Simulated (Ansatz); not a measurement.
# AlGa3N4: compression at zero temperature

An exercise on one series of results from a longer session: the logs are not shown, and one member is left open.

Computed with Ansatz 0.2.0 (DFT r2SCAN, scalar-relativistic, plane waves, PAW, unless a step's input says otherwise).

2 further runs of the same task are left out: 2 set aside as unsound or not needed.

## The system as given

It takes space group Pm (No. 6, monoclinic). Conventional cell: a = 5.139 Å, b = 3.163 Å, c = 5.477 Å, α = 90.00°, β = 90.04°, γ = 90.00°. Al (site symmetry m) has 4 N at 1.89 to 1.90 Å as nearest neighbours. Around Ga (site symmetry m) lie 4 N at 1.94 to 1.95 Å. Around Ga (site symmetry m) lie 4 N at 1.94 to 1.96 Å. Ga (site symmetry m) has 4 N at 1.95 to 1.96 Å as nearest neighbours. N (site symmetry m) has 1 Al at 1.89 Å and 3 Ga at 1.95 Å as nearest neighbours. N (site symmetry m) has 2 Al at 1.90 Å and 2 Ga at 1.96 Å as nearest neighbours. N (site symmetry m) has 4 Ga at 1.94 to 1.95 Å as nearest neighbours. N (site symmetry m) is surrounded by 1 Al at 1.90 Å and 3 Ga at 1.94 Å.

As a file:

```
CELL_PARAMETERS angstrom
5.13892 0.00000 0.00002
0.00000 3.16341 0.00000
-0.00369 0.00000 5.47699
ATOMIC_POSITIONS crystal
Al 0.00058 0.50000 0.66730
Ga 0.49917 0.50000 0.33506
Ga 0.49925 0.00000 0.83146
Ga 0.99986 0.00000 0.16619
N 0.11941 0.50000 0.34060
N 0.11733 0.00000 0.82593
N 0.62024 0.00000 0.16619
N 0.63175 0.50000 0.66727
```

It goes back to an entry of the Materials Project, which need not be the stable form.

This cell was relaxed beforehand with the same method: volume 11.13 Å³/atom, gap on the mesh 2.89 eV.

The first run:

Input file input.yaml:

```yaml
crystal:
  lattice:
    - [5.1719278447, 0.0, 1.72975e-05]
    - [0.0, 3.1837331367, 0.0]
    - [-0.0037181094, 0.0, 5.5121736956]
  atoms:
    - { symbol: Al, position: [0.0005828856, 0.5, 0.6672982355] }
    - { symbol: Ga, position: [0.4991712867, 0.5, 0.335060699] }
    - { symbol: Ga, position: [0.4992511921, 0.0, 0.8314570702] }
    - { symbol: Ga, position: [0.9998609978, 0.0, 0.166191385] }
    - { symbol: "N", position: [0.1194130437, 0.5, 0.3406010341] }
    - { symbol: "N", position: [0.117331043, 0.0, 0.8259310374] }
    - { symbol: "N", position: [0.6202395493, 0.0, 0.1661937142] }
    - { symbol: "N", position: [0.6317500118, 0.5, 0.6672678245] }
basis:
  ecutwfc: 500
kpoints:
  mp_grid: { grid: [6, 8, 4] }
hamiltonian:
  xc: r2scan
scf:
  occupations: { method: gaussian, width: 0.02 }
output:
  forces: true
  stress: true
  eigenvalues: true
relax:
  adjacent_minimum: "off"
  f_tol: 0.008
  max_steps: 50
  cell: { stress_tol: 0.08, p_target: -2.0 }
```

Launch:

```sh
> ansatz run input.yaml --threads 2 --pin off --max-ram 5120MiB --backend cpu --events-out ev --progress --plain --runs-dir out
```

Steps of the session up to this table: -2 GPa; Band edges over the zone at -2 GPa; Target pressure 2 GPa; Seeking the band edges at 2 GPa; 5 GPa; Band edges over the zone at 5 GPa; 10 GPa; Seeking the band edges at 10 GPa; Relaxing at 20 GPa; Seeking the band edges at 20 GPa.

One of the session's tables, all rows but one given; the rest of the session is left out.

Lengths are those of the vectors of the cell that was run:

```
P (GPa)  V (Å³/atom)  a (Å)  b (Å)  c (Å)  ΔH (eV/atom)
     -2        11.24  5.157  3.174  5.495        -0.140
      0        11.13  5.139  3.163  5.477         0.000
      2            ?      ?      ?      ?             ?
      5        10.87  5.098  3.139  5.434         0.343
     10        10.63  5.061  3.116  5.395         0.679
     20        10.24  4.996  3.077  5.327         1.330
```

Q: Estimate the row for P (GPa) = 2 from the others.

Worked estimate for «V (Å³/atom)». A straight line through the neighbours (0, 11.13) and (5, 10.87) gives 11.13 + (10.87 − 11.13) × (2 − 0) / (5 − 0) = 11.03; a parabola fitted to 4 rows on both sides gives 11.02.

The run gave: V (Å³/atom): 11.02; a (Å): 5.122; b (Å): 3.153; c (Å): 5.459; ΔH (eV/atom): 0.138. In «V (Å³/atom)» the line misses by +0.01 and the parabola by 0.00.

ΔH is E + PV over the energy at zero pressure; a, b and c are the vectors of the computed cell.
